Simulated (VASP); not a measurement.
## From an Ansatz input to VASP: MgO (strained rocksalt)

Ansatz input

```yaml
crystal:
  lattice:
    - [0.0, 2.1652324379, 2.1652324379]
    - [2.1652324379, 0.0, 2.1652324379]
    - [2.1652324379, 2.1652324379, 0.0]
  atoms:
    - { symbol: Mg, position: [0.0, 0.0, 0.0] }
    - { symbol: O, position: [0.5, 0.5, 0.5] }
kpoints:
  mp_grid: { grid: [10, 10, 10] }
  band_path:
    path:
      - [0.0, 0.0, 0.0]
      - [0.5, 0.0, 0.5]
      - [0.625, 0.25, 0.625]
      - [0.375, 0.375, 0.75]
      - [0.5, 0.5, 0.5]
      - [0.5, 0.25, 0.75]
    npoints: 1
hamiltonian:
  xc: pbe
scf:
  occupations: { method: fermi_dirac, width: 0.02 }
  n_extra_bands: 4
output:
  forces: true
  stress: true
  eigenvalues: true
```

Problem. Translate this input to VASP.

Solution. 

INCAR

```
NBANDS = 11
GGA = PE
LASPH = .TRUE.
LREAL = .FALSE.
ENCUT = 520
LWAVE = .FALSE.
LCHARG = .FALSE.
PREC = Accurate
ISMEAR = -1
NELM = 120
SIGMA = 0.02
IBRION = -1
ISIF = 2
EDIFF = 1E-7
NSW = 0
```

KPOINTS

```
KPOINTS created by Atomic Simulation Environment
0
Gamma
10 10 10
0 0 0
```

KPOINTS_OPT

```
special points
6
Reciprocal
0.0000000000 0.0000000000 0.0000000000 1
0.5000000000 0.0000000000 0.5000000000 1
0.6250000000 0.2500000000 0.6250000000 1
0.3750000000 0.3750000000 0.7500000000 1
0.5000000000 0.5000000000 0.5000000000 1
0.5000000000 0.2500000000 0.7500000000 1
```

POSCAR

```
Mg O
 1.0000000000000000
     0.0000000000000000    2.1652324378999999    2.1652324378999999
     2.1652324378999999    0.0000000000000000    2.1652324378999999
     2.1652324378999999    2.1652324378999999    0.0000000000000000
 Mg  O
   1   1
Cartesian
  0.0000000000000000  0.0000000000000000  0.0000000000000000
  2.1652324378999999  2.1652324378999999  2.1652324378999999
```

VASP ran with the recommended PBE PAW datasets (8 valence electrons in the cell). Other inputs would serve too.

```tsv
	Ansatz	VASP
gap between bands v and c	3.98 eV	3.96 eV
least direct gap	3.98 eV	3.96 eV
pressure	-7.2 GPa	-7.9 GPa
```

The two codes use different PAW datasets and cutoffs. VASP's cell holds 8 valence electrons and Ansatz's 16. Ansatz's stress includes a Pulay correction; VASP's doesn't.
